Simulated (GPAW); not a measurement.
# GaP (F-43m) in GPAW: further runs

Runs on GaP. Level: PBE. Tasks: band structure.

Program: GPAW 26.7.0. These are calculated values, not measurements. Logs are shortened: lines on timing, memory, paths and dates and some standing lists are left out, and cuts for length are marked. The log counts tension as positive stress, the text compression.

**Measured values to compare with.**

From “Stacking defects in GaP nanowires: Electronic structure and optical properties”, 2018, arxiv:1810.01194, for a bulk crystal of GaP at 10 K: band gap 2.34 eV (indirect).

The runs below are set against these values where they give the same quantity.

### 1 Starting point

Symmetry: F-43m, No. 216, cubic system. Conventional cell: a = 5.451 Å, b = 5.451 Å, c = 5.451 Å, α = 90.00°, β = 90.00°, γ = 90.00°. Around Ga (site symmetry -43m) lie 4 P at 2.36 Å. P (site symmetry -43m) is surrounded by 4 Ga at 2.36 Å.

### 2 Band structure, PBE

Contents of run.py:

```python
from ase import Atoms
from ase.dft.bandgap import bandgap
from ase.io import write
from ase.units import Bohr, GPa
from gpaw import GPAW, PW
from gpaw.elf import elf_from_dft_calculation

atoms = Atoms(['Ga', 'P'],
              cell=[[0.0, 2.72525, 2.72525],
                    [2.72525, 0.0, 2.72525],
                    [2.72525, 2.72525, 0.0]],
              scaled_positions=[[0.0, 0.0, 0.0],
                                [0.75, 0.75, 0.75]],
              pbc=True)

calc = GPAW(mode=PW(600),
            xc='PBE',
            kpts={'size': (8, 8, 8), 'gamma': True},
            occupations={'name': 'fermi-dirac', 'width': 0.05},
            nbands=11,
            convergence={'density': 1e-05, 'energy': 1e-05},
            maxiter=150,
            txt='gpaw.txt')
atoms.calc = calc
energy = atoms.get_potential_energy()
forces = atoms.get_forces()
stress = atoms.get_stress()
calc.write('gs.gpw')
write('result.traj', atoms)
print(f'Energy: {energy:.6f} eV')
print('Forces (eV/A):')
print(forces.round(4))
print('Stress (GPa):', (stress / GPa).round(3))
print('Fermi level:', round(calc.get_fermi_level(), 4), 'eV')
print(f'Gap: {bandgap(calc)[0]:.4f} eV, direct: {bandgap(calc, direct=True)[0]:.4f} eV')

# fields on the real-space grid
write('density.cube', atoms, data=calc.get_pseudo_density() * Bohr**3)
write('potential.cube', atoms, data=calc.get_electrostatic_potential())
write('elf.cube', atoms, data=elf_from_dft_calculation(calc).data)

path = atoms.cell.bandpath('GXWKGLUWLK,UX', npoints=80, eps=1e-4)
bs_calc = calc.fixed_density(kpts=path, symmetry='off', nbands=21,
                             convergence={'bands': 'CBM+6.0', 'eigenstates': 1e-6}, txt='bands.txt')
bs = bs_calc.band_structure()
bs.write('bs.json')
print(f'Gap on the path: {bandgap(bs_calc)[0]:.4f} eV')
```

Potentials or basis: GPAW PAW data sets (gpaw-data 1.2.1), pw.

The run is started by

```sh
> OMP_NUM_THREADS=1 python run.py
```

gpaw.txt:

```text
__  _  _
 | _ |_)|_||  |
 |__||  | ||/\| - 26.7.0

Input parameters:
  mode=PW(ecut=600.0),
  convergence={'density': 1e-05, 'energy': 1e-05},
  kpts=MonkhorstPack(size=(8, 8, 8), gamma=True),
  maxiter=150,
  nbands=11,
  occupations=Occupations(name='fermi-dirac', width=0.05),
  xc=XC(name='PBE')

Diagonalizing LCAO Hamiltonian
Converting LCAO to pw mode

                    P

       Ga

Atoms  # Å, Bohr magnetons
|   | symbol |        x |        y |        z |    initial magnetic moments |
|---|--------|----------|----------|----------|-----------------------------|
| 0 |     Ga | 0.000000 | 0.000000 | 0.000000 | ( 0.0000,  0.0000,  0.0000) |
| 1 |      P | 4.087875 | 4.087875 | 4.087875 | ( 0.0000,  0.0000,  0.0000) |

Unit cell  # Å
| periodic |        x |        y |        z |  lengths |    angles |
|----------|----------|----------|----------|----------|-----------|
|      yes | 0.000000 | 2.725250 | 2.725250 | 3.854086 | 60.000000 |
|      yes | 2.725250 | 0.000000 | 2.725250 | 3.854086 | 60.000000 |
|      yes | 2.725250 | 2.725250 | 0.000000 | 3.854086 | 60.000000 |

Number of symmetries: 24
Symmetry operations  # r_c * U_cc + t_c -> r_c
|    | kind |            matrix            |
|----|------|------------------------------|
|  0 |  E   |  1, 0, 0,  0, 1, 0,  0, 0, 1 |
|  1 |  σ   |  1, 0, 0,  0, 0, 1,  0, 1, 0 |
|  2 |  σ   |  1, 0,-1,  0, 1,-1,  0, 0,-1 |
|  3 |  C3  |  1, 0,-1,  0, 0,-1,  0, 1,-1 |
|  4 |  C3  |  1,-1, 0,  0,-1, 1,  0,-1, 0 |
|  5 |  σ   |  1,-1, 0,  0,-1, 0,  0,-1, 1 |
|  6 |  σ   |  0, 1, 0,  1, 0, 0,  0, 0, 1 |
|  7 |  C3  |  0, 1, 0,  0, 0, 1,  1, 0, 0 |
|  8 |  C2  |  0, 1,-1,  1, 0,-1,  0, 0,-1 |
|  9 |  S4  |  0, 1,-1,  0, 0,-1,  1, 0,-1 |
| 10 |  C3  |  0, 0, 1,  1, 0, 0,  0, 1, 0 |
| 11 |  σ   |  0, 0, 1,  0, 1, 0,  1, 0, 0 |
| 12 |  S4  |  0, 0,-1,  1, 0,-1,  0, 1,-1 |
| 13 |  C3  |  0, 0,-1,  0, 1,-1,  1, 0,-1 |
| 14 |  S4  |  0,-1, 1,  1,-1, 0,  0,-1, 0 |
| 15 |  C2  |  0,-1, 1,  0,-1, 0,  1,-1, 0 |
| 16 |  C3  |  0,-1, 0,  1,-1, 0,  0,-1, 1 |
| 17 |  S4  |  0,-1, 0,  0,-1, 1,  1,-1, 0 |
| 18 |  S4  | -1, 1, 0, -1, 0, 1, -1, 0, 0 |
| 19 |  C3  | -1, 1, 0, -1, 0, 0, -1, 0, 1 |
| 20 |  C3  | -1, 0, 1, -1, 1, 0, -1, 0, 0 |
| 21 |  S4  | -1, 0, 1, -1, 0, 0, -1, 1, 0 |
| 22 |  σ   | -1, 0, 0, -1, 1, 0, -1, 0, 1 |
| 23 |  C2  | -1, 0, 0, -1, 0, 1, -1, 1, 0 |

BZ-sampling:
  Number of BZ points: 512
  Number of IBZ points: 29

  Monkhorst-Pack size: [8, 8, 8]
  Monkhorst-Pack shift: [0.0625, 0.0625, 0.0625]

K-points  # in reciprocal-cell coordinates
|     |                                coordinates |     weight |
|-----|--------------------------------------------|------------|
|   0 | (  0.00000000,   0.00000000,   0.00000000) | 0.00195312 |
|   1 | (  0.12500000,   0.12500000,   0.00000000) | 0.01171875 |
|   2 | (  0.12500000,   0.12500000,   0.12500000) | 0.01562500 |
|   3 | (  0.25000000,   0.12500000,   0.12500000) | 0.02343750 |
|   4 | (  0.25000000,   0.25000000,   0.00000000) | 0.01171875 |
|   5 | (  0.25000000,   0.25000000,   0.12500000) | 0.04687500 |
|   6 | (  0.25000000,   0.25000000,   0.25000000) | 0.01562500 |
|   7 | (  0.37500000,   0.25000000,  -0.37500000) | 0.04687500 |
|   8 | (  0.37500000,   0.25000000,   0.12500000) | 0.04687500 |
|   9 | (  0.37500000,   0.25000000,   0.25000000) | 0.04687500 |
| ... |                                            |            |
|  28 | (  0.50000000,   0.50000000,   0.50000000) | 0.00781250 |

Plane wave coefficients: 1365
Cutoff: 600.0 eV

Spin-components: 1 (collinear spins)
Bands:           11
Projectors:      10
Spin-degeneracy: 2
Datatype:        complex128

Parallelization:
  kpt:    1
  domain: 1
  band:   1

Density:
  Valence electrons: 8.0
  Components: 1
  Grid points: [24 24 24]
  Charge: 0.0  # |e|

Potential:
  Grid points: [24 24 24]

species:
  Ga:
    name:    Gallium
    Z:       31.0
    valence: 3
    core:    28
    charge:  0.0  # [|e|]
    compensation charges:
      type: gauss
      rc: 0.37  # [Å]
      lmax: 2
    cutoffs:
      filter: 2.06  # [Å]
      core: 4.17  # [Å]
    projectors
    | kind |    occ | energy [eV] | rcut [Å] |
    |------|--------|-------------|----------|
    |   4s |  2.000 |      -8.945 |    1.164 |
    |   4p |  1.000 |      -2.580 |    1.164 |
    |    s |        |      18.266 |    1.164 |
    |    p |        |      24.631 |    1.164 |
    |    d |        |       0.000 |    1.164 |

    Using partial waves for Ga as LCAO basis

  P:
    name:    Phosphorus
    Z:       15.0
    valence: 5
    core:    10
    charge:  0.0  # [|e|]
    compensation charges:
      type: gauss
      rc: 0.30  # [Å]
      lmax: 2
    cutoffs:
      filter: 1.69  # [Å]
      core: 1.81  # [Å]
    projectors
    | kind |    occ | energy [eV] | rcut [Å] |
    |------|--------|-------------|----------|
    |   3s |  2.000 |     -13.968 |    0.953 |
    |   3p |  3.000 |      -5.506 |    0.953 |
    |    s |        |      13.244 |    0.953 |
    |    p |        |      21.705 |    0.953 |
    |    d |        |       0.000 |    0.953 |

    Using partial waves for P as LCAO basis

Reference energy: -62187.585188  # eV

eigensolver:
  PPCG
  Converge bands: occupied
  niter=2

density mixing:
  MSR1-Mixer
  Pratt-step length: 0.05
  Maximum mixing coefficient: 0.75
  Old densities: 10
  SVD Regularization: 0.005
  Good broyden scale: 1.0
  Trust region scale: 1.0
  Backstep threshold: 4.0
  History deletion threshold: 6.0
  Fourier metric: weight=20.0, sigma=0.015

occupation numbers:
  Fermi-Dirac:
    width: 0.0500  # eV

poisson solver:
  ecut: 4800.0  # eV

xc functional:
  name: PBE with 2 nearest neighbor stencil

convergence criteria:
- Maximum integral of absolute [dens]ity change: 1e-05 electrons / valence electron
- Maximum [total energy] change in last 3 cyles: 1e-05 eV / valence electron
- Maximum integral of absolute [eigenst]ate change: 4e-08 eV^2 / valence electron
maximum number of iterations: 150

SCF iterations
|iter     | |      energy | eigst |  dens |
|---------|-|-------------|-------|-------|
|iter:   1| |   -9.218766 | -0.28 |       |
|iter:   2| |   -9.184672 | -2.34 | -0.84 |
|iter:   3| |   -9.036027 | -1.89 | -0.87 |
|iter:   4| |   -9.037229 | -3.46 | -1.52 |
|iter:   5| |   -9.037524 | -4.34 | -2.05 |
|iter:   6| |   -9.037562 | -5.62 | -2.79 |
|iter:   7| |   -9.037562c| -7.21 | -3.80 |
|iter:   8| |   -9.037562c| -7.58c| -4.36 |
|iter:   9| |   -9.037562c| -8.64c| -5.35c|

Converged in 9 steps
Energy contributions relative to reference atoms: (reference = -62187.585188)

Energy contributions:
  Kinetic:          24.590039
  Coulomb:         -21.584473
  Zero:              0.014661
  External:          0.000000
  Xc:              -12.057789
  Entropy:          -0.000000
  Spinorbit:         0.000000
  ----------------------------
  Free energy:      -9.037562
  Extrapolated:     -9.037562

dipole moment: (-10.829216, -10.829216, -10.829216)  # |e|*Ang

Fermi level: 5.757
Eigenvalues  # (at kpt = [0.000, 0.000, 0.000])
| band index |      eig [eV] | occ [0-2] |
|------------|---------------|-----------|
|          0 |        -7.509 |     2.000 |
|          1 |         4.954 |     2.000 |
|          2 |         4.954 |     2.000 |
|          3 |         4.954 |     2.000 |
|          4 |         6.848 |     0.000 |
|          5 |         8.885 |     0.000 |
|          6 |         8.885 |     0.000 |
|          7 |         8.885 |     0.000 |
|          8 |        13.831 |     0.000 |
|          9 |        14.653 |     0.000 |
|         10 |        14.653 |     0.000 |

Gap: 1.668 eV
Transition (v -> c):
  (s=0, k=0, n=3, [0.00, 0.00, 0.00]) -> (s=0, k=24, n=4, [0.50, 0.50, 0.00])
Direct/indirect transitions are different
Direct gap: 1.895 eV
Transition at: (s=0, k=0, n=3, [0.00, 0.00, 0.00])

Forces  # eV/Ang
|       x |        y |        z |
|---------|----------|----------|
| 0.00000 |  0.00000 | -0.00000 |  # Ga   0
| 0.00000 | -0.00000 | -0.00000 |  # P    1

Stress tensor  # eV/Ang^3
|         x |         y |         z |
|-----------|-----------|-----------|
| -0.028378 |  0.000000 | -0.000000 |
|  0.000000 | -0.028378 | -0.000000 |
| -0.000000 | -0.000000 | -0.028378 |

# Writing to gs.gpw (mode='')
```

Wall time 38 s (1 thread of Intel Xeon Platinum 8375C at 2.90GHz (Ice Lake), shared host); peak memory 0.22 GiB.

What came out:

* Free energy: -9.0376 eV
* Pressure: 4.5 GPa
* Band gap on the k mesh: 1.67 eV, indirect (least direct gap 1.89 eV)
* Band gap along the path: 1.62 eV, indirect (least direct gap 1.89 eV)

Levels at the corners of the path, in eV from the valence-band top:
```csv
point,band 1,band 2,band 3,band 4,band 5,band 6,band 7,band 8
Γ,-12.46,0.00,0.00,0.00,1.89,3.93,3.93,3.93
X,-9.66,-6.72,-2.66,-2.66,1.67,1.85,10.64,10.64
W,-9.59,-6.49,-3.59,-3.40,4.73,4.92,6.16,6.19
K,-9.71,-6.50,-3.93,-2.24,2.22,4.84,8.28,8.30
Γ,-12.46,0.00,0.00,0.00,1.89,3.93,3.93,3.93
L,-10.54,-6.60,-1.11,-1.11,1.73,4.75,4.75,8.32
U,-9.71,-6.50,-3.93,-2.24,2.22,4.84,8.28,8.30
W,-9.59,-6.49,-3.59,-3.40,4.73,4.92,6.16,6.19
L,-10.54,-6.60,-1.11,-1.11,1.73,4.75,4.75,8.32
K,-9.71,-6.50,-3.93,-2.24,2.22,4.84,8.28,8.30
U,-9.71,-6.50,-3.93,-2.24,2.22,4.84,8.28,8.30
X,-9.66,-6.72,-2.66,-2.66,1.67,1.85,10.64,10.64
```

### 3 Band structure, PBE, spin-orbit coupling, no magnetisation

Edit run.py of step 2 so:

```diff
@@ -1 +1,2 @@
+import numpy as np
 from ase import Atoms
@@ -3,5 +4,5 @@
 from ase.io import write
-from ase.units import Bohr, GPa
+from ase.units import GPa
 from gpaw import GPAW, PW
-from gpaw.elf import elf_from_dft_calculation
+from gpaw.spinorbit import soc_eigenstates
 
@@ -36,7 +37,2 @@
 
-# fields on the real-space grid
-write('density.cube', atoms, data=calc.get_pseudo_density() * Bohr**3)
-write('potential.cube', atoms, data=calc.get_electrostatic_potential())
-write('elf.cube', atoms, data=elf_from_dft_calculation(calc).data)
-
 path = atoms.cell.bandpath('GXWKGLUWLK,UX', npoints=80, eps=1e-4)
@@ -47 +43,7 @@
 print(f'Gap on the path: {bandgap(bs_calc)[0]:.4f} eV')
+
+soc = soc_eigenstates(bs_calc, theta=0, phi=0)
+np.savetxt('soc_bands.dat', soc.eigenvalues(), fmt='%.4f')
+mesh = soc_eigenstates('gs.gpw', theta=0, phi=0)
+np.savetxt('soc_mesh.dat', mesh.eigenvalues(), fmt='%.4f')
+print('Fermi level with spin-orbit coupling:', round(mesh.fermi_level, 4), 'eV')
```

Potentials or basis: GPAW PAW data sets (gpaw-data 1.2.1), pw.

The run is started by

```sh
> OMP_NUM_THREADS=1 python run.py
```

Run time: 27 s. Hardware: 1 thread of Intel Xeon Platinum 8375C at 2.90GHz (Ice Lake), shared host; peak memory 0.25 GiB.

Results (log left out):

| Item | Value |
| --- | --- |
| Free energy | -9.0376 eV |
| Pressure | 4.5 GPa |
| Band gap on the k mesh | 1.64 eV, indirect (least direct gap 1.86 eV) |
| Band gap along the path | 1.59 eV, indirect (least direct gap 1.86 eV) |

Levels at the corners of the path, in eV from the valence-band top:
```csv
point,band 4,band 5,band 6,band 7,band 8,band 9,band 10,band 11,band 12,band 13
Γ,-0.09,0.00,0.00,0.00,0.00,1.86,1.86,3.79,3.79,3.96
X,-6.75,-2.71,-2.71,-2.68,-2.68,1.64,1.64,1.82,1.82,10.56
W,-6.52,-3.63,-3.61,-3.45,-3.40,4.70,4.70,4.88,4.90,6.06
K,-6.52,-3.97,-3.95,-2.27,-2.27,2.18,2.19,4.81,4.81,8.23
Γ,-0.09,0.00,0.00,0.00,0.00,1.86,1.86,3.79,3.79,3.96
L,-6.63,-1.18,-1.18,-1.10,-1.10,1.70,1.70,4.69,4.69,4.75
U,-6.52,-3.97,-3.95,-2.27,-2.27,2.18,2.19,4.81,4.81,8.23
W,-6.52,-3.63,-3.61,-3.45,-3.40,4.70,4.70,4.88,4.90,6.06
L,-6.63,-1.18,-1.18,-1.10,-1.10,1.70,1.70,4.69,4.69,4.75
K,-6.52,-3.97,-3.95,-2.27,-2.27,2.18,2.19,4.81,4.81,8.23
U,-6.52,-3.97,-3.95,-2.27,-2.27,2.18,2.19,4.81,4.81,8.23
X,-6.75,-2.71,-2.71,-2.68,-2.68,1.64,1.64,1.82,1.82,10.56
```

Caveat: spin-orbit coupling was added after a scalar SCF, so levels and gaps hold it while energy, forces, pressure and moments don't; this program's spin-orbit splittings come out too wide for heavy elements.

### 4 Comparison with measurements

Step 2. Measured gap of GaP: 2.34 eV (indirect; 10 K; quoted in “Stacking defects in GaP nanowires: Electronic structure and optical properties”, 2018, arxiv:1810.01194). This calculation gives 1.62 eV (-0.72 eV). Spin-orbit coupling on Ga is left out. The value is that of PBE, without temperature or zero-point motion. Semilocal functionals fall short of measured gaps as a rule.

Step 3. A measured gap of GaP is 2.34 eV (indirect; 10 K; quoted in “Stacking defects in GaP nanowires: Electronic structure and optical properties”, 2018, arxiv:1810.01194); the calculated 1.59 eV misses it by -0.75 eV. The value is that of PBE, without temperature or zero-point motion. Semilocal functionals fall short of measured gaps as a rule.
